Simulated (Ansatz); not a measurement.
(001) slab cut from the bulk of TaN, P-6m2 (No. 187); the slab's formula is Ta5N4:

```yaml
crystal:
  lattice:
    - [2.92399, 0.00000, 0.00000]
    - [-1.46199, 2.53225, 0.00000]
    - [0.00000, 0.00000, 26.48291]
  atoms:
    - { symbol: Ta, position: [0.33333, 0.66667, 0.28320] }
    - { symbol: N, position: [0.00000, 0.00000, 0.33740] }
    - { symbol: Ta, position: [0.33333, 0.66667, 0.39160] }
    - { symbol: N, position: [0.00000, 0.00000, 0.44580] }
    - { symbol: Ta, position: [0.33333, 0.66667, 0.50000] }
    - { symbol: N, position: [0.00000, 0.00000, 0.55420] }
    - { symbol: Ta, position: [0.33333, 0.66667, 0.60840] }
    - { symbol: N, position: [0.00000, 0.00000, 0.66260] }
    - { symbol: Ta, position: [0.33333, 0.66667, 0.71680] }
```

Theory: DFT PBEsol, scalar-relativistic, plane waves, PAW (Ansatz). Settings: cutoff 420 eV, Γ-centred mesh 12×12×1 on the computed 9-atom cell, Gaussian smearing of 0.10 eV; no spin polarisation. The cell repeats along c with a dipole correction in the vacuum.

Question: What forces act on the atoms?

Answer:
| atom | Fx (eV/Å) | Fy (eV/Å) | Fz (eV/Å) |
| --- | --- | --- | --- |
| Ta1 | 0.000 | 0.000 | -0.075 |
| N2 | 0.000 | 0.000 | 0.381 |
| Ta3 | 0.000 | 0.000 | -0.374 |
| N4 | 0.000 | 0.000 | 0.026 |
| Ta5 | 0.000 | 0.000 | 0.000 |
| N6 | 0.000 | 0.000 | -0.026 |
| Ta7 | 0.000 | 0.000 | 0.374 |
| N8 | 0.000 | 0.000 | -0.381 |
| Ta9 | 0.000 | 0.000 | 0.075 |

Spin–orbit coupling is left out, which can shift energies with elements as heavy as these. Spin polarisation was left out, and a magnetic state may lie lower.

The reference crystal is a form of TaN, which isn't its usual structure.

Cost: 1 run of about 0.43 core-minutes, on Arm Neoverse V2 (shared hosts).